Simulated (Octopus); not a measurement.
## TaS2 under changes of volume

One of the cells (18.984 Å³/atom); the others are scaled copies at fixed shape and fractional positions:

```
CELL_PARAMETERS angstrom
3.35000 0.00000 0.00000
-1.67500 2.90119 0.00000
0.00000 0.00000 5.86000
ATOMIC_POSITIONS crystal
Ta 0.00000 0.00000 0.00000
S 0.66667 0.33333 0.75000
S 0.33333 0.66667 0.25000
```

| Quantity | Value |
| --- | --- |
| Program | Octopus 16.4 |
| Functional | PBE |
| Potentials or basis | pseudodojo_pbe (PseudoDojo 0.5, PBE) |
| Grid spacing | 0.146 Å |
| k mesh | 9 × 9 × 5 |
| Occupations | fermi-dirac, width 0.05 eV |
| Spin | no spin polarisation |

| volume (Å³/atom) | energy over the lowest point (meV/atom) | largest force (eV/Å) |
| --- | --- | --- |
| 17.845 | 132.29 | 2.375 |
| 18.225 | ? | ? |
| 18.605 | 55.50 | 1.570 |
| 18.984 | 30.28 | 1.209 |
| 19.364 | 11.49 | 0.871 |
| 19.744 | 0.00 | 0.557 |
| 20.123 | 2.46 | 0.275 |

**Question.** What does the run at 18.225 Å³/atom give?

**Answer.** Energy over the lowest point 89.42 meV/atom; largest force 1.958 eV/Å.

Worked out: A Birch-Murnaghan fit of order 3 (a polynomial in V^(-2/3)) to the other rows has its minimum at 19.92 Å³/atom with B0 = V·E''(V) = 220 GPa (rough, since the energies scatter) at fixed shape and positions, which overstates the stiffness. It gives 91.11 meV/atom at 18.225 Å³/atom, against the run's 89.42.

Energies are extrapolated to zero smearing.

Caveats: this functional lacks dispersion, which binds the layers, so the pressure and a relaxed spacing across them are unreliable; forces of over 1 eV/Å show positions far from the minimum, so gaps and moduli don't describe the material at rest (some runs).
